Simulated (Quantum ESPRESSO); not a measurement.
MgB2 and the effect of the strain (εzz = s)

```
CELL_PARAMETERS angstrom
3.08500 0.00000 0.00000
-1.54250 2.67169 0.00000
0.00000 0.00000 3.52300
ATOMIC_POSITIONS crystal
Mg 0.00000 0.00000 0.00000
B 0.66667 0.33333 0.50000
B 0.33333 0.66667 0.50000
```

Kept alike: task relaxation of the atoms; functional PBE; k mesh 10 × 10 × 8; occupations fermi-dirac, width 0.05 eV; no spin polarisation. Program: Quantum ESPRESSO, SSSP 1.3 efficiency PBE, cutoff 748 eV. The mesh is that of the run's cell of 3 atoms. No spin-orbit coupling.

| s | free energy over the lowest row (meV/atom) |
| --- | --- |
| -0.04 | 9.73 |
| -0.02 | 1.44 |
| -0.01 | 0.00 |
| 0 | 0.11 |
| 0.01 | 1.61 |
| 0.02 | 4.44 |
| 0.04 | 14.12 |

The cell shown is the unstrained one; x, y and z are its Cartesian axes. For a metal such a mesh leaves the last digits unconverged.

Question: What does the strain (εzz = s) change here?

Answer: The free energy is lowest at -0.01, and 14.12 meV an atom higher at 0.04.
